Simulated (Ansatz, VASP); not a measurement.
**SnC214: VASP beside Ansatz**

Aim: how closely do two programs agree when they are given the same cell, functional and k mesh? The cell is taken from a series of runs on this material, whose earlier steps may have relaxed, scaled, displaced or heated it; both programs get it as it stands.

Calculated with Ansatz 0.2.0; plane waves, with VASP 6.6.1 beside it; single point at PBE.

## Step 1: Starting point

The cell holds 215 atoms: 214 C and 1 Sn. Cell: a = 10.715 Å, b = 10.715 Å, c = 10.715 Å, α = 90.0°, β = 90.0°, γ = 90.0°. It derives from C (C (Fd-3m)). Nearest the centre at fractional (0.458, 0.458, 0.542): Sn215 at 0.00 Å, C113 at 2.10 Å, C112 at 2.10 Å, C105 at 2.10 Å, C110 at 2.10 Å, C109 at 2.10 Å, C108 at 2.10 Å, C116 at 2.71 Å. The cell carries charge −1.

## Step 2: Ansatz: single point, PBE

Ansatz runs on its default PAW (the set named soft_2) files.

A single point gives forces, pressure and levels at one fixed geometry, so differences don't come from the geometry; what else differs is listed under the comparison.

input.yaml reads:

```yaml
crystal:
  lattice:
    - [10.71474527, 0.0, 0.0]
    - [0.0, 10.71474527, 0.0]
    - [0.0, 0.0, 10.71474527]
  atoms:
    - { symbol: C, position: [-0.000100919, -0.000100919, 0.166387817] }
    - { symbol: C, position: [0.000560246, 0.166797205, -0.000560246] }
    - { symbol: C, position: [0.166797205, 0.000560246, -0.000560246] }
    - { symbol: C, position: [0.166605855, 0.166605855, 0.16542137] }
    - { symbol: C, position: [0.083094708, 0.083094708, 0.249516186] }
    - { symbol: C, position: [0.083371354, 0.249884608, 0.082536121] }
    - { symbol: C, position: [0.249884608, 0.083371354, 0.082536121] }
    - { symbol: C, position: [0.24924312, 0.24924312, 0.2484208] }
    - { symbol: C, position: [-4.6265e-05, -4.6265e-05, 0.499716696] }
    - { symbol: C, position: [-2.9927e-05, 0.166208844, 0.332676919] }
    - { symbol: C, position: [0.166208844, -2.9927e-05, 0.332676919] }
    - { symbol: C, position: [0.16613049, 0.16613049, 0.499379655] }
    - { symbol: C, position: [0.083138818, 0.083138818, 0.582781556] }
    - { symbol: C, position: [0.082526111, 0.24953353, 0.415768516] }
    - { symbol: C, position: [0.24953353, 0.082526111, 0.415768516] }
    - { symbol: C, position: [0.250886971, 0.250886971, 0.580156083] }
    - { symbol: C, position: [0.000560246, 0.000560246, 0.833202795] }
    - { symbol: C, position: [0.00103214, 0.167131204, 0.666275624] }
    - { symbol: C, position: [0.167131204, 0.00103214, 0.666275624] }
    - { symbol: C, position: [0.167690609, 0.167690609, 0.832309391] }
    - { symbol: C, position: [0.083782758, 0.083782758, 0.916217242] }
    - { symbol: C, position: [0.084678448, 0.250866417, 0.749133583] }
    - { symbol: C, position: [0.250866417, 0.084678448, 0.749133583] }
    - { symbol: C, position: [0.250866417, 0.250866417, 0.915321552] }
    - { symbol: C, position: [-0.000474814, 0.333254447, 0.165421676] }
    - { symbol: C, position: [-4.6265e-05, 0.500283304, 4.6265e-05] }
    - { symbol: C, position: [0.167131204, 0.333724376, -0.00103214] }
    - { symbol: C, position: [0.164734268, 0.500432648, 0.164538714] }
    - { symbol: C, position: [0.081205381, 0.416234019, 0.248067601] }
    - { symbol: C, position: [0.082088343, 0.58341222, 0.082858519] }
    - { symbol: C, position: [0.249528777, 0.416676489, 0.082652009] }
    - { symbol: C, position: [0.246493065, 0.583075663, 0.247019977] }
    - { symbol: C, position: [0.000261759, 0.333382958, 0.499528376] }
    - { symbol: C, position: [-0.000681325, 0.499990177, 0.332862111] }
    - { symbol: C, position: [0.163686643, 0.333591004, 0.329826398] }
    - { symbol: C, position: [0.165993869, 0.500476655, 0.499523345] }
    - { symbol: C, position: [0.083441525, 0.417002841, 0.582997159] }
    - { symbol: C, position: [0.082395806, 0.583388277, 0.416611723] }
    - { symbol: C, position: [0.245697629, 0.41448443, 0.411803453] }
    - { symbol: C, position: [0.245697629, 0.588196547, 0.58551557] }
    - { symbol: C, position: [0.00103214, 0.333724376, 0.832868796] }
    - { symbol: C, position: [0.000261759, 0.500471624, 0.666617042] }
    - { symbol: C, position: [0.168574242, 0.335048471, 0.664951529] }
    - { symbol: C, position: [0.16613049, 0.500620345, 0.83386951] }
    - { symbol: C, position: [0.083138818, 0.417218444, 0.916861182] }
    - { symbol: C, position: [0.082526111, 0.584231484, 0.75046647] }
    - { symbol: C, position: [0.250886971, 0.419843917, 0.749113029] }
    - { symbol: C, position: [0.24953353, 0.584231484, 0.917473889] }
    - { symbol: C, position: [-0.000797212, 0.666782058, 0.166704688] }
    - { symbol: C, position: [-0.000100919, 0.833612183, 0.000100919] }
    - { symbol: C, position: [0.166208844, 0.667323081, 2.9927e-05] }
    - { symbol: C, position: [0.166182852, 0.833571958, 0.166428042] }
    - { symbol: C, position: [0.082088037, 0.750060811, 0.249939189] }
    - { symbol: C, position: [0.083054484, 0.916767586, 0.083232414] }
    - { symbol: C, position: [0.249343586, 0.750457823, 0.083303407] }
    - { symbol: C, position: [0.249343586, 0.916696593, 0.249542177] }
    - { symbol: C, position: [-0.000681325, 0.667137889, 0.500009823] }
    - { symbol: C, position: [-0.000797212, 0.833295312, 0.333217942] }
    - { symbol: C, position: [0.165087467, 0.667423546, 0.332576454] }
    - { symbol: C, position: [0.164734268, 0.835461286, 0.499567352] }
    - { symbol: C, position: [0.081205381, 0.751932399, 0.583765981] }
    - { symbol: C, position: [0.082088343, 0.917141481, 0.41658778] }
    - { symbol: C, position: [0.246493065, 0.752980023, 0.416924337] }
    - { symbol: C, position: [0.249528777, 0.917347991, 0.583323511] }
    - { symbol: C, position: [-2.9927e-05, 0.667323081, 0.833791156] }
    - { symbol: C, position: [-0.000474814, 0.834578324, 0.666745553] }
    - { symbol: C, position: [0.163686643, 0.670173602, 0.666408996] }
    - { symbol: C, position: [0.166605855, 0.83457863, 0.833394145] }
[... 14 lines left out ...]
    - { symbol: C, position: [0.333591004, 0.163686643, 0.329826398] }
    - { symbol: C, position: [0.499990177, -0.000681325, 0.332862111] }
    - { symbol: C, position: [0.500476655, 0.165993869, 0.499523345] }
    - { symbol: C, position: [0.417002841, 0.083441525, 0.582997159] }
    - { symbol: C, position: [0.41448443, 0.245697629, 0.411803453] }
    - { symbol: C, position: [0.583388277, 0.082395806, 0.416611723] }
    - { symbol: C, position: [0.588196547, 0.245697629, 0.58551557] }
    - { symbol: C, position: [0.333724376, 0.00103214, 0.832868796] }
    - { symbol: C, position: [0.335048471, 0.168574242, 0.664951529] }
    - { symbol: C, position: [0.500471624, 0.000261759, 0.666617042] }
    - { symbol: C, position: [0.500620345, 0.16613049, 0.83386951] }
    - { symbol: C, position: [0.417218444, 0.083138818, 0.916861182] }
    - { symbol: C, position: [0.419843917, 0.250886971, 0.749113029] }
    - { symbol: C, position: [0.584231484, 0.082526111, 0.75046647] }
    - { symbol: C, position: [0.584231484, 0.24953353, 0.917473889] }
    - { symbol: C, position: [0.333278389, 0.333278389, 0.165729139] }
    - { symbol: C, position: [0.333382958, 0.500471624, -0.000261759] }
    - { symbol: C, position: [0.500471624, 0.333382958, -0.000261759] }
    - { symbol: C, position: [0.499663826, 0.499663826, 0.166774859] }
    - { symbol: C, position: [0.416190012, 0.416190012, 0.249327203] }
    - { symbol: C, position: [0.416195043, 0.583283709, 0.083595092] }
    - { symbol: C, position: [0.583283709, 0.416195043, 0.083595092] }
    - { symbol: C, position: [0.581618196, 0.581618196, 0.251907575] }
    - { symbol: C, position: [0.325516299, 0.325516299, 0.486113347] }
    - { symbol: C, position: [0.32847012, 0.502182236, 0.329030962] }
    - { symbol: C, position: [0.502182236, 0.32847012, 0.329030962] }
    - { symbol: Sn, position: [0.458333333, 0.458333333, 0.541666667] }
    - { symbol: C, position: [0.402780014, 0.591150368, 0.408849632] }
    - { symbol: C, position: [0.591150368, 0.402780014, 0.408849632] }
    - { symbol: C, position: [0.591150368, 0.591150368, 0.597219986] }
    - { symbol: C, position: [0.335048471, 0.335048471, 0.831425758] }
    - { symbol: C, position: [0.325516299, 0.513886653, 0.674483701] }
    - { symbol: C, position: [0.513886653, 0.325516299, 0.674483701] }
    - { symbol: C, position: [0.500476655, 0.500476655, 0.834006131] }
    - { symbol: C, position: [0.417002841, 0.417002841, 0.916558475] }
    - { symbol: C, position: [0.41448443, 0.588196547, 0.754302371] }
    - { symbol: C, position: [0.588196547, 0.41448443, 0.754302371] }
    - { symbol: C, position: [0.583388277, 0.583388277, 0.917604194] }
    - { symbol: C, position: [0.332435183, 0.667133136, 0.165859444] }
    - { symbol: C, position: [0.333254447, 0.834578324, 0.000474814] }
    - { symbol: C, position: [0.499990177, 0.667137889, 0.000681325] }
    - { symbol: C, position: [0.499448223, 0.833527849, 0.166472151] }
    - { symbol: C, position: [0.416046321, 0.750536177, 0.249463823] }
    - { symbol: C, position: [0.416383363, 0.916712932, 0.083287068] }
    - { symbol: C, position: [0.58294229, 0.749535462, 0.084365474] }
    - { symbol: C, position: [0.58294229, 0.915634526, 0.250464538] }
    - { symbol: C, position: [0.32847012, 0.670969038, 0.497817764] }
    - { symbol: C, position: [0.332435183, 0.834140556, 0.332866864] }
    - { symbol: C, position: [0.49682275, 0.665779696, 0.334220304] }
    - { symbol: C, position: [0.499663826, 0.833225141, 0.500336174] }
    - { symbol: C, position: [0.416190012, 0.750672797, 0.583809988] }
    - { symbol: C, position: [0.416195043, 0.916404908, 0.416716291] }
    - { symbol: C, position: [0.581618196, 0.748092425, 0.418381804] }
    - { symbol: C, position: [0.583283709, 0.916404908, 0.583804957] }
    - { symbol: C, position: [0.333591004, 0.670173602, 0.836313357] }
    - { symbol: C, position: [0.333278389, 0.834270861, 0.666721611] }
    - { symbol: C, position: [0.502182236, 0.670969038, 0.67152988] }
    - { symbol: C, position: [0.500432648, 0.835461286, 0.835265732] }
    - { symbol: C, position: [0.416234019, 0.751932399, 0.918794619] }
    - { symbol: C, position: [0.416676489, 0.917347991, 0.750471223] }
    - { symbol: C, position: [0.583075663, 0.752980023, 0.753506935] }
    - { symbol: C, position: [0.58341222, 0.917141481, 0.917911657] }
    - { symbol: C, position: [0.666782058, -0.000797212, 0.166704688] }
    - { symbol: C, position: [0.667323081, 0.166208844, 2.9927e-05] }
    - { symbol: C, position: [0.833612183, -0.000100919, 0.000100919] }
    - { symbol: C, position: [0.833571958, 0.166182852, 0.166428042] }
    - { symbol: C, position: [0.750060811, 0.082088037, 0.249939189] }
    - { symbol: C, position: [0.750457823, 0.249343586, 0.083303407] }
    - { symbol: C, position: [0.916767586, 0.083054484, 0.083232414] }
    - { symbol: C, position: [0.916696593, 0.249343586, 0.249542177] }
    - { symbol: C, position: [0.667137889, -0.000681325, 0.500009823] }
    - { symbol: C, position: [0.667423546, 0.165087467, 0.332576454] }
    - { symbol: C, position: [0.833295312, -0.000797212, 0.333217942] }
    - { symbol: C, position: [0.835461286, 0.164734268, 0.499567352] }
    - { symbol: C, position: [0.751932399, 0.081205381, 0.583765981] }
    - { symbol: C, position: [0.752980023, 0.246493065, 0.416924337] }
    - { symbol: C, position: [0.917141481, 0.082088343, 0.41658778] }
    - { symbol: C, position: [0.917347991, 0.249528777, 0.583323511] }
    - { symbol: C, position: [0.667323081, -2.9927e-05, 0.833791156] }
    - { symbol: C, position: [0.670173602, 0.163686643, 0.666408996] }
    - { symbol: C, position: [0.834578324, -0.000474814, 0.666745553] }
    - { symbol: C, position: [0.83457863, 0.166605855, 0.833394145] }
    - { symbol: C, position: [0.750483814, 0.083094708, 0.916905292] }
    - { symbol: C, position: [0.7515792, 0.24924312, 0.75075688] }
    - { symbol: C, position: [0.917463879, 0.083371354, 0.750115392] }
    - { symbol: C, position: [0.917463879, 0.249884608, 0.916628646] }
    - { symbol: C, position: [0.667133136, 0.332435183, 0.165859444] }
    - { symbol: C, position: [0.667137889, 0.499990177, 0.000681325] }
    - { symbol: C, position: [0.834578324, 0.333254447, 0.000474814] }
    - { symbol: C, position: [0.833527849, 0.499448223, 0.166472151] }
    - { symbol: C, position: [0.750536177, 0.416046321, 0.249463823] }
    - { symbol: C, position: [0.749535462, 0.58294229, 0.084365474] }
    - { symbol: C, position: [0.916712932, 0.416383363, 0.083287068] }
    - { symbol: C, position: [0.915634526, 0.58294229, 0.250464538] }
    - { symbol: C, position: [0.670969038, 0.32847012, 0.497817764] }
    - { symbol: C, position: [0.665779696, 0.49682275, 0.334220304] }
    - { symbol: C, position: [0.834140556, 0.332435183, 0.332866864] }
    - { symbol: C, position: [0.833225141, 0.499663826, 0.500336174] }
    - { symbol: C, position: [0.750672797, 0.416190012, 0.583809988] }
    - { symbol: C, position: [0.748092425, 0.581618196, 0.418381804] }
    - { symbol: C, position: [0.916404908, 0.416195043, 0.416716291] }
    - { symbol: C, position: [0.916404908, 0.583283709, 0.583804957] }
    - { symbol: C, position: [0.670173602, 0.333591004, 0.836313357] }
    - { symbol: C, position: [0.670969038, 0.502182236, 0.67152988] }
    - { symbol: C, position: [0.834270861, 0.333278389, 0.666721611] }
    - { symbol: C, position: [0.835461286, 0.500432648, 0.835265732] }
    - { symbol: C, position: [0.751932399, 0.416234019, 0.918794619] }
    - { symbol: C, position: [0.752980023, 0.583075663, 0.753506935] }
    - { symbol: C, position: [0.917347991, 0.416676489, 0.750471223] }
    - { symbol: C, position: [0.917141481, 0.58341222, 0.917911657] }
    - { symbol: C, position: [0.665800249, 0.665800249, 0.168011781] }
    - { symbol: C, position: [0.666782058, 0.833295312, 0.000797212] }
    - { symbol: C, position: [0.833295312, 0.666782058, 0.000797212] }
    - { symbol: C, position: [0.832883909, 0.832883909, 0.167116091] }
    - { symbol: C, position: [0.748976057, 0.748976057, 0.251023943] }
    - { symbol: C, position: [0.749869462, 0.916106421, 0.083893579] }
    - { symbol: C, position: [0.916106421, 0.749869462, 0.083893579] }
    - { symbol: C, position: [0.916106421, 0.916106421, 0.250130538] }
    - { symbol: C, position: [0.665779696, 0.665779696, 0.50317725] }
    - { symbol: C, position: [0.665800249, 0.831988219, 0.334199751] }
    - { symbol: C, position: [0.831988219, 0.665800249, 0.334199751] }
    - { symbol: C, position: [0.833527849, 0.833527849, 0.500551777] }
    - { symbol: C, position: [0.750536177, 0.750536177, 0.583953679] }
    - { symbol: C, position: [0.749535462, 0.915634526, 0.41705771] }
    - { symbol: C, position: [0.915634526, 0.749535462, 0.41705771] }
    - { symbol: C, position: [0.916712932, 0.916712932, 0.583616637] }
    - { symbol: C, position: [0.667423546, 0.667423546, 0.834912533] }
    - { symbol: C, position: [0.667133136, 0.834140556, 0.667564817] }
    - { symbol: C, position: [0.834140556, 0.667133136, 0.667564817] }
    - { symbol: C, position: [0.833571958, 0.833571958, 0.833817148] }
    - { symbol: C, position: [0.750060811, 0.750060811, 0.917911963] }
    - { symbol: C, position: [0.750457823, 0.916696593, 0.750656414] }
    - { symbol: C, position: [0.916696593, 0.750457823, 0.750656414] }
    - { symbol: C, position: [0.916767586, 0.916767586, 0.916945516] }
total_charge: -1
basis:
  ecutwfc: 420
  xc_grid: 2
hamiltonian:
  xc: pbe
kpoints:
  mp_grid: { grid: [1, 1, 1] }
magnetization:
  spin_polarized: true
  initial_magnetization: 1
  spin_locking: { lock_magnetization: hard }
scf:
  occupations: { method: fermi_dirac, width: 0.01 }
  max_iter: 120
  n_extra_bands: 20
  lower_state_search: "off"
output:
  forces: true
checkpoint:
  read: "../ground.run"
  write: "../ground_at_excited.run"
  compress: false
  write_wavefunctions: true
  write_every: 100000
```

Command:

```bash
ansatz run input.yaml --threads 4 --pin off --max-ram 7536MiB --backend cpu --events-out ev --progress --plain --runs-dir out
```

Numbers of over 12 decimals in the logs are rounded to 6 here.

Log:

```text
Warning: the band count 456 (scf.n_extra_bands) hosts the net moment |M| = 1.0000 μB (N_el = 871) but caps the reachable moment at 2·n_bands − N_el = 41.0000 μB, below the 651 bands that the automatic rule leaves for it — a moment growing past the seed, or the majority channel's smearing tail, pins there with fewer empty majority states than that count leaves; raise or omit scf.n_extra_bands unless the cap is intended
Warning: checkpoint.read: the run can stay near the saved state's solution: 214 site(s) moved relative to the saved geometry (max |Δs| = 6.811e-4 fractional); the SCF starts from the saved state under `checkpoint.density_extrapolation: transplant`, in force with no word given; its orbitals are not used off its sites. A run without `checkpoint.read` takes nothing of the state. A lower free energy from it at the same positions (and U, V and field ramp, if any), with starting moments typed, shows a solution that this start missed, and an equal or higher one rules none out (checkpoint.read, Limitations, in the input reference)
scf.n_extra_bands = 20 over 436 filled bands (N_el = 871.0): the run solves 456 bands
Engine: ansatz 0.2.0, x86_64-unknown-linux-gnu
Pseudopotentials: kind: paw
Pseudopotential: C, paw, valence charge 4, recommended cutoff 420 eV (normal), C.paw.azcp
Pseudopotential: Sn, paw, valence charge 14, recommended cutoff 420 eV (normal), Sn.paw.azcp
Functional definition: PBE
  parameter kappa = 0.804
  parameter beta = 0.066725
  exchange = pbe_x(kappa = kappa, mu = beta*pi^2/3)
  correlation = pbe_c(beta = beta)
Crystal: 215 atoms, lattice volume = 1230.115 Å³
Basis set: ecut = 420 eV, 23871 PW (Γ), exchange–correlation on 144×144×144 points (8 copies of the dense FFT grid, shifted against one another)
Bands: 456, of which v1, the nominal top of the filled ones, is band 436 counted from 1 (435 counted from 0)
Symmetry: 12 space group operations
Space group: R-3m (ITA 166), of the structure as read, at distance tolerance 1.1e-4 Å
Magnetic group: BNS 166.97 (UNI 1327), of the structure as read, at distance tolerance 1.1e-4 Å
k-points: 1
Non-local potential: C, projectors of the file, l = 0: 2, l = 1: 2, l = 2: 1
Non-local potential: Sn, projectors of the file, l = 0: 2, l = 1: 2, l = 2: 2, l = 3: 2
PAW form: soft (Blöchl's): semilocal exchange-correlation on the pseudo side does not see the compensation charge
PAW one-centre angular grid: C, 110 points (default); XC on 64 Gauss nodes
PAW one-centre angular grid: Sn, 590 points (default); XC on 64 Gauss nodes
Initial density: read from a saved state, or passed on in memory by an earlier SCF of this step, an earlier step, the calling program or the single point that the run made first, carried with its atoms to this geometry
Starting moments: Σ|m| = 1 μB on 215 of 215 sites; this step starts from the density that it was given
Initial wavefunctions: pseudopotential atomic-orbital guess
Functional: x = pbe(κ = 0.804, μ = 0.219515), c = pbe(β = 0.066725)
iter 1 solved again at ethr=1.29e-6 eV; its pass at ethr=3.10e-3 eV (dr2=1.12e-2 eV) is discarded
SCF iter   1: F=—  HF=-59669.961265 eV  |F-HF|=—  |Δ(HF+E_count)|=         —  Δρ=6.34e-4 (↑6.33e-4 ↓6.34e-4)  dr2=1.14e-2  dr2_m=8.42e-6  M=1.000 μB ∫|m|=1.115 μB  β_m=0.30  ethr=1.29e-6  ⟨swp⟩=4.0  Hψ=6987  notcnv=0
preconditioner: auto → Kerker (q_TF=auto, 2.576 Å⁻¹)  [metal: Δε(μ)=0.000 eV  Ē_g=13.648 eV  σ=0.010 eV  W_gap=0.00  n_scr=364 (ndim 8)  ℏωp=31.2 eV  f_vac=0.000  D(μ)=50.00/eV (n_scr^D=436)]
spin=Collinear: Kerker preconditioning applied to the charge; magnetization (m = ρ↑ − ρ↓) channel mixes plain (no charge-response kernel on spin).
SCF iter   2: F=—  HF=-59669.959700 eV  |F-HF|=—  |Δ(HF+E_count)|=   1.57e-3  Δρ=4.64e-4 (↑4.63e-4 ↓4.64e-4)  dr2=6.18e-3  dr2_m=4.55e-6  M=1.000 μB ∫|m|=1.115 μB  β_m=0.65  ethr=1.29e-6  ⟨swp⟩=1.0  Hψ=912  notcnv=0
SCF iter   3: F=—  HF=-59669.957691 eV  |F-HF|=—  |Δ(HF+E_count)|=   2.01e-3  Δρ=2.75e-5 (↑2.75e-5 ↓2.68e-5)  dr2=9.13e-5  dr2_m=1.59e-8  M=1.000 μB ∫|m|=1.115 μB  β_m=0.70  ethr=7.10e-7  ⟨swp⟩=2.0  Hψ=1660  notcnv=0
SCF iter   4: F=—  HF=-59669.959812 eV  |F-HF|=—  |Δ(HF+E_count)|=   2.12e-3  Δρ=1.48e-5 (↑1.48e-5 ↓1.46e-5)  dr2=3.49e-5  dr2_m=5.50e-9  M=1.000 μB ∫|m|=1.115 μB  β_m=0.85  ethr=1.05e-8  ⟨swp⟩=2.0  Hψ=1514  notcnv=0
SCF iter   5: F=—  HF=-59669.959805 eV  |F-HF|=—  |Δ(HF+E_count)|=   7.04e-6  Δρ=4.38e-6 (↑4.26e-6 ↓4.38e-6)  dr2=3.92e-6  dr2_m=7.69e-10  M=1.000 μB ∫|m|=1.115 μB  β_m=0.92  ethr=4.00e-9  ⟨swp⟩=2.0  Hψ=1616  notcnv=0
SCF iter   6: F=—  HF=-59669.959804 eV  |F-HF|=—  |Δ(HF+E_count)|=   7.76e-7  Δρ=1.77e-6 (↑1.76e-6 ↓1.77e-6)  dr2=3.58e-7  dr2_m=1.35e-10  M=1.000 μB ∫|m|=1.115 μB  β_m=0.96  ethr=4.50e-10  ⟨swp⟩=2.0  Hψ=1768  notcnv=0
[...]
atom 209  C     -0.11579181    -0.08926300     0.09634305
  atom 210  C     -0.08926300    -0.11579181     0.09634305
  atom 211  C     -0.09397483    -0.09397483     0.08593346
  atom 212  C      0.10129535     0.10129535    -0.08015520
  atom 213  C      0.10874242     0.09782627    -0.08685774
  atom 214  C      0.09782627     0.10874242    -0.08685774
  atom 215  C      0.08232978     0.08232978    -0.07790343
  max |Σ_I F_I| component: 3.61e-16 eV/Å
--- Band table (eV) ---
  k-point 0 ↑: bands = [... 432 lower, 13.0948, 13.3834, 14.8455, 14.8455, 17.5023, 17.5023, 17.5049, 17.5078, ... 16 higher]
  k-point 0 ↓: bands = [... 432 lower, 13.1134, 13.3868, 15.1072, 15.1072, 17.5049, 17.5049, 17.5085, 17.5107, ... 16 higher]
```

In the SCF lines HF is the Harris–Foulkes energy and dr2 the Hartree energy of the density residual, in eV; the loop may stop once dr2 is under the threshold and the program's other checks hold. Hψ counts applications of the Hamiltonian.

(Continued in part 2 of 2.)

[Lines on the potential files, build, host, timing and source positions are cut from VASP's logs without a mark.]

[Logs are printed without paths, hosts, clocks, repeated set-up lines and the standing remarks that a program may print on its own settings, such as how far it seeks lower states.]

[Hosts, paths, dates, database ids (printed as entryN), source tags and the programs' standing remarks are cut or masked in the printed files.]
